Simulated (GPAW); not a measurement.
A run of GPAW 26.7.0:

The input run.py:

```python
from ase.eos import EquationOfState
from ase.io import Trajectory, read
from ase.units import GPa
from gpaw import GPAW, PW

atoms = read('POSCAR')

traj = Trajectory('eos.traj', 'w')
volumes, energies = [], []
for x in [0.94, 0.96, 0.98, 1.0, 1.02, 1.04, 1.06]:
    a = atoms.copy()
    a.set_cell(atoms.cell * x**(1 / 3), scale_atoms=True)
    calc = GPAW(mode=PW(800),
                xc='PBE',
                kpts={'size': (7, 7, 6), 'gamma': True},
                occupations={'name': 'fermi-dirac', 'width': 0.05},
                setups={'Ti': ':d,6.2'},
                nbands=20,
                convergence={'density': 1e-05, 'energy': 1e-05},
                maxiter=150,
                txt=f'eos-{x:.2f}.txt')
    a.calc = calc
    energies.append(a.get_potential_energy(force_consistent=True))
    volumes.append(a.get_volume())
    p = -a.get_stress()[:3].mean() / GPa
    calc.write(f'eos-{x:.2f}.gpw')
    traj.write(a)
    print(f'{x:.2f} {volumes[-1]:10.4f} A^3 {energies[-1]:14.6f} eV {p:9.3f} GPa', flush=True)

v0, e0, B = EquationOfState(volumes, energies, eos='birchmurnaghan').fit()
print(f'V0 = {v0:.4f} A^3, E0 = {e0:.6f} eV, B0 = {B / GPa:.2f} GPa')
```

The input POSCAR:

```
TiB2
1.0
    3.0292000000      0.0000000000      0.0000000000
   -1.5146000000      2.6233641531      0.0000000000
    0.0000000000      0.0000000000      3.2284000000
Ti B
1 2
Direct
    0.0000000000      0.0000000000      0.0000000000
    0.6666666667      0.3333333333      0.5000000000
    0.3333333333      0.6666666667      0.5000000000
```

Potentials or basis: GPAW PAW data sets (gpaw-data 1.2.1), pw.

Command:

```sh
$ OMP_NUM_THREADS=1 python run.py
```

Hardware: 1 thread of Arm Neoverse V2, with other jobs on the host.

**Question.** Estimate the wall time of this run.

**Answer.** Run time: 94 s on 1 thread of Arm Neoverse V2, on a shared host, peak memory 0.22 GiB. Counts: scf iterations 70, plane waves 1252, bands 20, k points 32.
